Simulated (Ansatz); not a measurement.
Input of an Ansatz 0.2.0 run:

Contents of input.yaml:

```yaml
crystal:
  lattice:
    - [2.8124553515, 0.0, 0.0]
    - [-1.4062276757, 2.4356577814, 0.0]
    - [0.0, 0.0, 4.86685]
  atoms:
    - { symbol: Al, position: [0.3333333333, 0.6666666667, 0.25] }
    - { symbol: Al, position: [0.6666666667, 0.3333333333, 0.75] }
kpoints:
  mp_grid: { grid: [11, 11, 6] }
scf:
  occupations: { method: fermi_dirac, width: 0.05 }
hamiltonian:
  xc: pbe
  pseudopotentials: { kind: all_electron, lapw: { basis_error: 0.001 } }
output:
  forces: true
  stress: true
relax:
  f_tol: 0.01
  max_steps: 60
  cell: {}
```

Potentials or basis: all-electron LAPW, scalar-relativistic.

The run is started by

```console
$ ansatz run input.yaml --threads 1 --pin off --max-ram 3072MiB --backend cpu --events-out ev --progress --plain --runs-dir out
```

Question: Estimate the relaxed volume.

Answer: 16.64 Å³/atom.

Question: What does it give for the relaxed cell?

Answer: a = 2.854 Å, b = 2.854 Å, c = 4.717 Å, α = 90.00°, β = 90.00°, γ = 120.00°.

Question: What does it give for the space group after relaxing (to 0.05 Å)?

Answer: P6_3/mmc (No. 194).

The path:
| step | energy change (eV) | largest force (eV/Å) | volume (Å³) |
| --- | --- | --- | --- |
| 1 | 0.0000 | 0.0000 | 33.34 |
| 2 | -0.0176 | 0.0000 | 33.18 |
| 3 | -0.0187 | 0.0000 | 33.37 |
| 4 | -0.0189 | 0.0000 | 33.26 |
| 5 | -0.0189 | 0.0000 | 33.27 |
| 6 | -0.0189 | 0.0000 | 33.27 |
